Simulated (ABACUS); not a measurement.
The system is LiF (Griceite).

```
F Li
1.0
     0.00000    2.01400    2.01400
     2.01400    0.00000    2.01400
     2.01400    2.01400    0.00000
F Li
1 1
Direct
  0.50000 0.50000 0.50000
  0.00000 0.00000 0.00000
```

Base run:

| Property | Result |
| --- | --- |
| Program | ABACUS 3.10.1 |
| Functional | SCAN |
| Potentials or basis | SG15 ONCV 1.2 PBE |
| Cutoff | 1320 eV |
| Density cutoff | 5279 eV |
| Basis | plane waves |
| k mesh | 7 × 7 × 7 |
| Occupations | fermi-dirac, width 0.05 eV |
| Spin | no spin polarisation |

Its results: band gap on the k mesh 10.03 eV, direct; pressure -3.9 GPa.

**Question.** The run is repeated on the same cell with these changes: functional from SCAN to TASK. What comes out?

**Answer.** Band gap on the k mesh 15.07 eV, direct; pressure -88.8 GPa.

Caveats: the potentials were made for another functional, which shifts forces and pressure; a pressure of tens of GPa on the cell as given is suspect, and the run, the potentials or the cell itself is likely at fault (some runs).

